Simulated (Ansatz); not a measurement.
## GaN under strain

Computed with DFT PBE, scalar-relativistic, plane waves, PAW in Ansatz. Settings: 420 eV cutoff, 12×12×6 k-mesh, Gaussian smearing of 0.02 eV, no spin polarisation.

Reference structure (relaxed):

```xyz
4
Lattice="3.2184 0.0000 0.0000 -1.6092 2.7872 0.0000 0.0000 0.0000 5.2432" Properties=species:S:1:pos:R:3 pbc="T T T"
Ga    1.6092    0.9291    2.6170
Ga    0.0000    1.8581    5.2386
N     1.6092    0.9291    4.5923
N     0.0000    1.8581    1.9707
```

Deformation: biaxial strain in the a-b plane, with the length and tilt of c and the atoms relaxed, all within the symmetry that the strain leaves. Energies are extrapolated to zero smearing. Gaps are Kohn–Sham gaps over the whole zone.

(1) Give the structure at -2.0 %.

## Answers

(1)
```xyz
4
Lattice="3.1540 0.0000 0.0000 -1.5770 2.7314 0.0000 0.0000 0.0000 5.2910" Properties=species:S:1:pos:R:3 pbc="T T T"
Ga    1.5770    0.9105    2.6538
Ga    0.0000    1.8210    5.2993
N     1.5770    0.9105    4.6214
N     0.0000    1.8210    1.9759
```
Space group P6_3mc (186), 12.3 meV/atom over the relaxed crystal.